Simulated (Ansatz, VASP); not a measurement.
ZnS: VASP beside Ansatz

Contents of INCAR:

```
PREC = Accurate
ENCUT = 520
EDIFF = 1E-8
ISMEAR = -1
SIGMA = 0.01
LREAL = False
LASPH = True
NELM = 100
ALGO = Normal
ISIF = 2
LWAVE = False
LCHARG = False
GGA = PS
LEFG = True
NBANDS = 16
```

Contents of KPOINTS:

```
regular mesh
0
Gamma
  8 8 8
```

The input POSCAR:

```
ZnS
1.0
    0.0000000000      2.7402415815      2.7402415815
    2.7402415815      0.0000000000      2.7402415815
    2.7402415815      2.7402415815      0.0000000000
Zn S
1 1
Direct
    0.0000000000      0.0000000000      0.0000000000
    0.7500000000      0.7500000000      0.7500000000
```

Input for Ansatz:

```yaml
crystal:
  lattice:
    - [0.0, 2.7402415815, 2.7402415815]
    - [2.7402415815, 0.0, 2.7402415815]
    - [2.7402415815, 2.7402415815, 0.0]
  atoms:
    - { symbol: Zn, position: [0.0, 0.0, 0.0] }
    - { symbol: S, position: [0.75, 0.75, 0.75] }
kpoints:
  mp_grid: { grid: [8, 8, 8] }
scf:
  occupations: { method: fermi_dirac, width: 0.01 }
hamiltonian:
  xc: pbesol
  pseudopotentials: { kind: all_electron, datasets: crystal }
output:
  forces: true
  stress: true
  eigenvalues: true
  efg: { contact_densities: true }
```

Change from the starting cell: volume scaled by 1.04, crystal datasets.

Alike in both runs: task electric field gradients; functional PBEsol; k mesh 8 × 8 × 8; occupations fermi-dirac, width 0.01 eV; no spin polarisation.

|  | VASP | Ansatz |
| --- | --- | --- |
| version | VASP 6.6.1 | Ansatz 0.2.0 |
| potentials or method | VASP PAW PBE potentials, release 64 (Zn, S) | all-electron PAW with datasets made for the crystal, scalar-relativistic |
| plane-wave cutoff (eV) | 520 | see its input |

```csv
,VASP,Ansatz,Ansatz less VASP
gap on the k mesh at the Fermi level (eV),1.80,1.80,0.000
pressure (GPa),-4.5,-4.6,-0.14
Vzz of the field gradient on the site that differs most (V/Å²),0.0,0.0,-0.01
```

Ansatz ran all-electron here, so the differences hold the error of VASP's frozen core and of both bases.

Caveats: the PAW data sets were made with another functional, which shifts forces and pressure a little (VASP).
